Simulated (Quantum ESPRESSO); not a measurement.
# Ge (Fd-3m) in Quantum ESPRESSO: further runs

The runs below take Ge through phonons, Wannier functions, with PBE, PBEsol, PBE+D2, rev-vdW-DF2.

Everything below comes from runs of Quantum ESPRESSO 7.5. Logs are shortened: lines on timing, memory, paths and dates and some standing lists are left out, and cuts for length are marked.

**Experimental background.**

“Electronic and optical properties of SixGe1-x-ySny alloys lattice-matched to Ge”, 2021, arxiv:2109.02782 reports, for a bulk crystal of Ge: band gap 0.666 eV (indirect) at 293 K; band gap 0.807 eV (direct) at 300 K.

“Temperature-dependent photoluminescence in Ge: experiment and theory”, 2020, arxiv:2003.00143 reports, for a bulk crystal of Ge at 0 K: band gap 0.744 eV (indirect).

The runs below are set against these values where they give the same quantity.

## 1. The structure

It takes space group Fd-3m (No. 227, cubic). Conventional cell: a = 5.658 Å, b = 5.658 Å, c = 5.658 Å, α = 90.00°, β = 90.00°, γ = 90.00°. Around Ge (site symmetry -43m) lie 4 Ge at 2.45 Å.

## 2. Phonons, PBE

pw.in

```
&CONTROL
  calculation = 'scf'
  prefix = 'pwscf'
  outdir = './tmp'
  pseudo_dir = './pseudo'
  tprnfor = .true.
  tstress = .true.
  disk_io = 'low'
/
&SYSTEM
  ibrav = 0
  nat = 2
  ntyp = 1
  ecutwfc = 55
  ecutrho = 440
  nbnd = 21
  occupations = 'smearing'
  smearing = 'mv'
  degauss = 0.01999163
/
&ELECTRONS
  conv_thr = 4d-10
  electron_maxstep = 120
  mixing_beta = 0.5
/
ATOMIC_SPECIES
Ge    72.6300 ge_pbe_v1.4.uspp.F.UPF
CELL_PARAMETERS angstrom
   0.0000000000    2.8289100000    2.8289100000
   2.8289100000    0.0000000000    2.8289100000
   2.8289100000    2.8289100000    0.0000000000
ATOMIC_POSITIONS crystal
Ge     0.7500000000    0.7500000000    0.7500000000
Ge     0.5000000000    0.5000000000    0.5000000000
K_POINTS automatic
8 8 8 0 0 0
```

relax.in

```
&CONTROL
  calculation = 'vc-relax'
  prefix = 'pwscf'
  outdir = './tmp'
  pseudo_dir = './pseudo'
  tprnfor = .true.
  tstress = .true.
  disk_io = 'low'
  nstep = 40
  forc_conv_thr = 0.0001
  etot_conv_thr = 1d-06
/
&SYSTEM
  ibrav = 0
  nat = 2
  ntyp = 1
  ecutwfc = 55
  ecutrho = 440
  nbnd = 21
  occupations = 'smearing'
  smearing = 'mv'
  degauss = 0.01999163
/
&ELECTRONS
  conv_thr = 4d-10
  electron_maxstep = 120
  mixing_beta = 0.5
/
&IONS
  ion_dynamics = 'bfgs'
/
&CELL
  cell_dynamics = 'bfgs'
  press = 0
  press_conv_thr = 0.2
/
ATOMIC_SPECIES
Ge    72.6300 ge_pbe_v1.4.uspp.F.UPF
CELL_PARAMETERS angstrom
   0.0000000000    2.8289100000    2.8289100000
   2.8289100000    0.0000000000    2.8289100000
   2.8289100000    2.8289100000    0.0000000000
ATOMIC_POSITIONS crystal
Ge     0.7500000000    0.7500000000    0.7500000000
Ge     0.5000000000    0.5000000000    0.5000000000
K_POINTS automatic
8 8 8 0 0 0
```

scf2.in

```
&CONTROL
  calculation = 'scf'
  prefix = 'pwscf'
  outdir = './tmp'
  pseudo_dir = './pseudo'
  tprnfor = .true.
  tstress = .true.
  disk_io = 'low'
/
&SYSTEM
  ibrav = 0
  nat = 2
  ntyp = 1
  ecutwfc = 55
  ecutrho = 440
  nbnd = 21
  occupations = 'smearing'
  smearing = 'mv'
  degauss = 0.01999163
/
&ELECTRONS
  conv_thr = 1d-13
  electron_maxstep = 120
  mixing_beta = 0.5
  startingpot = 'file'
  startingwfc = 'file'
/
ATOMIC_SPECIES
Ge    72.6300 ge_pbe_v1.4.uspp.F.UPF
CELL_PARAMETERS angstrom
   0.0000000000    2.8797089121    2.8797089121
   2.8797089121    0.0000000000    2.8797089121
   2.8797089121    2.8797089121    0.0000000000
ATOMIC_POSITIONS crystal
Ge     0.7500000000    0.7500000000    0.7500000000
Ge     0.5000000000    0.5000000000    0.5000000000
K_POINTS automatic
8 8 8 0 0 0
```

ph.in

```
phonons of Ge
&INPUTPH
  prefix = 'pwscf'
  outdir = './tmp'
  tr2_ph = 1d-16
  fildyn = 'dyn'
  niter_ph = 60
  alpha_mix(1) = 0.4
/
0.0000000000 0.0000000000 0.0000000000
```

dynmat.in

```
&INPUT
  fildyn = 'dyn'
  asr = 'crystal'
  filout = 'dynmat.disp'
  fileig = 'dynmat.eig'
/
```

Potentials or basis: SSSP 1.3 efficiency PBE.

On the command line:

```sh
OMP_NUM_THREADS=1 pw.x -in pw.in > pw.out
OMP_NUM_THREADS=1 pw.x -in relax.in > relax.out
OMP_NUM_THREADS=1 pw.x -in scf2.in > scf2.out
OMP_NUM_THREADS=1 ph.x -in ph.in > ph.out
OMP_NUM_THREADS=1 dynmat.x -in dynmat.in > dynmat.out
```

pw.out:

```text
This program is part of the open-source Quantum ESPRESSO suite
     for quantum simulation of materials; please cite
[... 9 lines left out ...]
     --------------------
     sticks:   dense  smooth     PW     G-vecs:    dense   smooth      PW
     Sum        1735     859    253                47591    16865    2741

     Using Slab Decomposition

     bravais-lattice index     =            0
     lattice parameter (alat)  =       7.5602  a.u.
     unit-cell volume          =     305.5512 (a.u.)^3
     number of atoms/cell      =            2
     number of atomic types    =            1
     number of electrons       =        28.00
     number of Kohn-Sham states=           21
     kinetic-energy cutoff     =      55.0000  Ry
     charge density cutoff     =     440.0000  Ry
     scf convergence threshold =      4.0E-10
     mixing beta               =       0.5000
     number of iterations used =            8  plain     mixing
     Exchange-correlation=  SLA  PW   PBX  PBC
                           (   1   4   3   4   0   0   0)

     celldm(1)=   7.560195  celldm(2)=   0.000000  celldm(3)=   0.000000
     celldm(4)=   0.000000  celldm(5)=   0.000000  celldm(6)=   0.000000

     crystal axes: (cart. coord. in units of alat)
               a(1) = (   0.000000   0.707107   0.707107 )
               a(2) = (   0.707107   0.000000   0.707107 )
               a(3) = (   0.707107   0.707107   0.000000 )

     reciprocal axes: (cart. coord. in units 2 pi/alat)
               b(1) = ( -0.707107  0.707107  0.707107 )
               b(2) = (  0.707107 -0.707107  0.707107 )
               b(3) = (  0.707107  0.707107 -0.707107 )

     PseudoPot. # 1 for Ge read from file:
     ge_pbe_v1.4.uspp.F.UPF
     Pseudo is Ultrasoft + core correction, Zval = 14.0
     Generated by new atomic code, or converted to UPF format
     Using radial grid of  873 points,  6 beta functions with:
                l(1) =   0
                l(2) =   0
                l(3) =   1
                l(4) =   1
                l(5) =   2
                l(6) =   2
     Q(r) pseudized with  8 coefficients,  rinner =    1.400   1.400   1.400
                                                       1.400   1.400

     atomic species   valence    mass     pseudopotential
     Ge               14.00    72.63000     Ge( 1.00)

     48 Sym. Ops., with inversion, found (24 have fractional translation)

   Cartesian axes

     site n.     atom                  positions (alat units)
         1        Ge     tau(   1) = (   1.0606602   1.0606602   1.0606602  )
         2        Ge     tau(   2) = (   0.7071068   0.7071068   0.7071068  )

     number of k points=    29  Marzari-Vanderbilt smearing, width (Ry)=  0.0200
                       cart. coord. in units 2pi/alat
        k(    1) = (   0.0000000   0.0000000   0.0000000), wk =   0.0039062
        k(    2) = (   0.0883883   0.0883883  -0.0883883), wk =   0.0312500
        k(    3) = (   0.1767767   0.1767767  -0.1767767), wk =   0.0312500
        k(    4) = (   0.2651650   0.2651650  -0.2651650), wk =   0.0312500
        k(    5) = (  -0.3535534  -0.3535534   0.3535534), wk =   0.0156250
        k(    6) = (   0.1767767   0.0000000   0.0000000), wk =   0.0234375
[... 21 lines left out ...]
        k(   28) = (  -0.7071068   0.1767767  -0.0000000), wk =   0.0468750
        k(   29) = (  -0.7071068   0.3535534   0.0000000), wk =   0.0234375

     Dense  grid:    47591 G-vectors     FFT dimensions: (  60,  60,  60)

     Smooth grid:    16865 G-vectors     FFT dimensions: (  36,  36,  36)

     Check: negative core charge=   -0.000001

     Initial potential from superposition of free atoms

     starting charge      27.9983, renormalised to      28.0000
     Starting wfcs are   18 randomized atomic wfcs +    3 random wfcs

     Self-consistent Calculation

     iteration #  1     ecut=    55.00 Ry     beta= 0.50
     Davidson diagonalization with overlap
     ethr =  1.00E-02,  avg # of iterations =  4.5
     Minimization algorithm failed to find Fermi energy: reverting to bisection
     Possible cause: smearing is larger than the electronic band-gap.

     Threshold (ethr) on eigenvalues was too large:
     Diagonalizing with lowered threshold

     Davidson diagonalization with overlap
     ethr =  1.21E-04,  avg # of iterations =  2.2

     total energy              =    -427.29952344 Ry
     estimated scf accuracy    <       0.03438071 Ry

     iteration #  2     ecut=    55.00 Ry     beta= 0.50
     Davidson diagonalization with overlap
     ethr =  1.23E-04,  avg # of iterations =  1.0
[... 36 lines left out ...]
     total energy              =    -427.29938554 Ry
     estimated scf accuracy    <          4.5E-10 Ry

     iteration #  8     ecut=    55.00 Ry     beta= 0.50
     Davidson diagonalization with overlap
     ethr =  1.59E-12,  avg # of iterations =  4.0

     End of self-consistent calculation

          k = 0.0000 0.0000 0.0000 (  2085 PWs)   bands (ev):

   -16.3366 -16.3366 -16.3366 -16.3011 -16.3011 -16.0899 -16.0899 -16.0899
   -16.0768 -16.0768  -4.3042   8.4676   8.4676   8.4676   8.4987  11.0192
    11.0192  11.0192  14.8962  17.9097  17.9097

          k = 0.0884 0.0884-0.0884 (  2094 PWs)   bands (ev):

   -16.3447 -16.3447 -16.3341 -16.2896 -16.2896 -16.1020 -16.1020 -16.0928
   -16.0665 -16.0665  -4.1139   6.1135   8.1327   8.1327   9.5069  11.4672
    11.4672  11.9556  15.8239  17.0243  17.0243
[... 103 lines left out ...]
          k = 0.0000-0.5303 0.5303 (  2129 PWs)   bands (ev):

   -16.3875 -16.3716 -16.2829 -16.2241 -16.1980 -16.1845 -16.1793 -16.1297
   -16.0346 -16.0203  -0.8880   0.1741   4.1365   5.8349   9.6281  12.5529
    15.6819  15.8449  16.6469  18.2628  22.0568

          k =-0.7071 0.0000 0.0000 (  2100 PWs)   bands (ev):

   -16.3705 -16.3705 -16.2853 -16.2853 -16.1863 -16.1863 -16.1287 -16.1287
   -16.0352 -16.0352  -0.4172  -0.4172   5.3946   5.3946   9.2210   9.2210
    17.9782  17.9782  20.0755  20.0755  21.2671

          k = 0.3536 0.1768 0.0000 (  2088 PWs)   bands (ev):

   -16.3653 -16.3627 -16.3200 -16.2649 -16.2361 -16.1667 -16.1147 -16.0953
   -16.0521 -16.0442  -3.0678   3.1022   5.6155   6.8524  10.8341  11.2736
    13.1227  14.0084  16.4995  18.6083  18.8494
[... 25 lines left out ...]
          k = 0.0000-0.3536 0.5303 (  2107 PWs)   bands (ev):

   -16.3861 -16.3757 -16.2761 -16.2266 -16.2001 -16.1968 -16.1633 -16.1348
   -16.0317 -16.0225  -1.4429   0.8005   4.1825   5.7454  11.1374  12.9917
    13.4518  15.2416  16.6939  18.1417  21.8305

          k =-0.7071 0.1768-0.0000 (  2120 PWs)   bands (ev):

   -16.3782 -16.3782 -16.2662 -16.2662 -16.1880 -16.1880 -16.1451 -16.1451
   -16.0286 -16.0286  -0.3696  -0.3696   4.9299   4.9299  10.4098  10.4098
    16.0717  16.0717  19.5241  19.5241  21.3571

          k =-0.7071 0.3536 0.0000 (  2148 PWs)   bands (ev):

   -16.3843 -16.3843 -16.2428 -16.2428 -16.1940 -16.1940 -16.1618 -16.1618
   -16.0231 -16.0231  -0.3195  -0.3195   4.5664   4.5664  12.7913  12.7913
    13.1836  13.1836  19.4882  19.4883  21.4401

     the Fermi energy is     8.4210 ev

!    total energy              =    -427.29938554 Ry
     estimated scf accuracy    <          1.3E-10 Ry
     smearing contrib. (-TS)   =       0.00024044 Ry
     internal energy E=F+TS    =    -427.29962599 Ry

     The total energy is F=E-TS. E is the sum of the following terms:
     one-electron contribution =    -278.33289085 Ry
     hartree contribution      =     165.17120419 Ry
     xc contribution           =    -116.63718113 Ry
     ewald contribution        =    -197.50075820 Ry

     convergence has been achieved in   8 iterations

     Forces acting on atoms (cartesian axes, Ry/au):

     atom    1 type  1   force =    -0.00000000    0.00000000    0.00000000
     atom    2 type  1   force =     0.00000000    0.00000000   -0.00000000

     Total force =     0.000000     Total SCF correction =     0.000000

     Computing stress (Cartesian axis) and pressure

          total   stress  (Ry/bohr**3)                   (kbar)     P=       35.29
   0.00023993   0.00000000  -0.00000000           35.29        0.00       -0.00
   0.00000000   0.00023993  -0.00000000            0.00       35.29       -0.00
  -0.00000000  -0.00000000   0.00023993           -0.00       -0.00       35.29

=------------------------------------------------------------------------------=
   JOB DONE.
=------------------------------------------------------------------------------=
```

relax.out:

```text
This program is part of the open-source Quantum ESPRESSO suite
     for quantum simulation of materials; please cite
[... 9 lines left out ...]
     --------------------
     sticks:   dense  smooth     PW     G-vecs:    dense   smooth      PW
     Sum        1735     859    253                47591    16865    2741
[... 1873 lines left out ...]
   0.00000171   0.00000000  -0.00000000            0.25        0.00       -0.00
   0.00000000   0.00000171  -0.00000000            0.00        0.25       -0.00
  -0.00000000  -0.00000000   0.00000171           -0.00       -0.00        0.25

=------------------------------------------------------------------------------=
   JOB DONE.
=------------------------------------------------------------------------------=
```

scf2.out:

```text
This program is part of the open-source Quantum ESPRESSO suite
     for quantum simulation of materials; please cite
[... 9 lines left out ...]
     --------------------
     sticks:   dense  smooth     PW     G-vecs:    dense   smooth      PW
     Sum        1789     913    265                50333    17933    2891
[... 318 lines left out ...]
   0.00000154   0.00000000   0.00000000            0.23        0.00        0.00
   0.00000000   0.00000154   0.00000000            0.00        0.23        0.00
   0.00000000   0.00000000   0.00000154            0.00        0.00        0.23

=------------------------------------------------------------------------------=
   JOB DONE.
=------------------------------------------------------------------------------=
```

Wall time 6.7 min (1 thread of Arm Neoverse V2, shared host); peak memory 0.23 GiB.

Results:

```
Free energy                            : -5813.7304 eV
Relaxed volume                         : 23.88 Å³/atom
Relaxed cell                           : a = 4.073 Å, b = 4.073 Å, c = 4.073 Å, α = 60.00°, β = 60.00°, γ = 60.00°
Space group after relaxing (to 0.05 Å) : Fd-3m (No. 227)
Pressure after relaxing                : 0.0 GPa
Band gap on the k mesh                 : none (metal or under the smearing width)
Highest phonon frequency at Γ          : 261 cm⁻¹
```

The path:
```tsv
step	energy change (eV)	largest force (eV/Å)	pressure (GPa)	volume (Å³)
1	0.0000	0.0000	3.53	45.28
2	-0.0146	0.0000	2.24	46.10
3	-0.0237	0.0000	0.97	47.01
4	-0.0259	0.0000	0.04	47.73
5	-0.0260	0.0000	0.00	47.76
```

Final structure:
```xyz
2
Lattice="0.0000 2.8797 2.8797 2.8797 0.0000 2.8797 2.8797 2.8797 0.0000" Properties=species:S:1:pos:R:3 pbc="T T T"
Ge    4.3196    4.3196    4.3196
Ge    2.8797    2.8797    2.8797
```

Levels at points of the mesh, in eV from the Fermi level:
| k point | band 12 | band 13 | band 14 | band 15 | band 16 | band 17 |
| --- | --- | --- | --- | --- | --- | --- |
| (0.00, 0.00, 0.00) | -0.37 | 0.08 | 0.08 | 0.08 | 2.61 | 2.61 |
| (0.00, 0.00, -0.50) | -7.28 | -1.24 | -1.24 | 0.11 | 3.79 | 3.79 |
| (0.00, -0.50, -0.50) | -8.61 | -2.81 | -2.81 | 0.90 | 0.90 | 9.15 |

Phonon frequencies in cm⁻¹ (negative: imaginary):
```tsv
q point	frequencies
(0.000, 0.000, 0.000)	-3 -3 -3 261 261 261
```

Optical modes at Γ, degenerate ones joined:
| cm⁻¹ | components | symmetry | active in |
| --- | --- | --- | --- |
| 261 | 3 | T2g | Raman |

Caveat: this crystal is a semiconductor, whose small gap the functional closes, so the metal is an error of the method.

[end of part 1 of 5]
